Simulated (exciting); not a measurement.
# HgSe: equation of state with PBE

HgSe:

```
Hg Se
1.0
     0.00000    3.03900    3.03900
     3.03900    0.00000    3.03900
     3.03900    3.03900    0.00000
Hg Se
1 1
Direct
  0.00000 0.00000 0.00000
  0.75000 0.75000 0.75000
```

```
Program                                  : exciting (release sodium)
Task                                     : equation of state
Functional                               : PBE
Potentials or basis                      : all-electron LAPW+lo, shipped species files, valence relativity iora*
rgkmax                                   : 7.5
k mesh                                   : 8 × 8 × 8
Occupations                              : fermi-dirac, width 0.05 eV
Spin                                     : no spin polarisation
gmaxvr (cutoff of density and potential) : 14 1/bohr
lmaxapw (and lmaxmat)                    : 10
lmaxvr                                   : 8
nempty                                   : 10
Valence relativity                       : iora*
Muffin-tin radii                         : Hg 2.29, Se 2.0 bohr
```

```yaml
Equilibrium_volume: outside the volumes run
```

Energy against volume, from the lowest point:
```tsv
volume (Å³/atom)	energy (meV/atom)
26.383	104.88
26.944	74.53
27.505	50.40
28.067	31.88
28.628	17.49
29.189	7.30
29.751	0.00
```

Caveat: the basis is light, so values aren't converged; the minimum lies outside the volumes run. The run has no spin-orbit coupling, so splittings on Hg are missing.
